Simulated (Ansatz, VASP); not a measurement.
Two plane-wave programs on AlN

```
CELL_PARAMETERS angstrom
0.00000 2.28378 1.61464
2.28378 0.00000 1.61464
2.28378 2.28378 0.00000
ATOMIC_POSITIONS crystal
Al 0.50000 0.50000 0.50000
N 0.00000 0.00000 0.00000
```

Alike in both runs: task single point; functional r2SCAN; k mesh 10 × 10 × 10; occupations gaussian, width 0.05 eV; no spin polarisation.

```csv
,VASP,Ansatz
version,VASP 6.6.1,Ansatz 0.2.0
potentials or method,"VASP PAW PBE potentials, release 64 (Al, N)","scalar-relativistic, plane waves, PAW"
plane-wave cutoff (eV),520,500
valence electrons in the cell,8,8
```

|  | VASP | Ansatz | Ansatz less VASP |
| --- | --- | --- | --- |
| gap on the k mesh at the Fermi level (eV) | 3.70 | 3.74 | +0.042 |
| least direct gap on the mesh (eV) | 4.29 | 4.29 | 0.000 |

Caveats: the PAW data sets were made with another functional, which shifts forces and pressure a little (VASP). r2SCAN opens gaps a little over a GGA but as a rule still falls short of measured ones. A k mesh can miss the band edges.
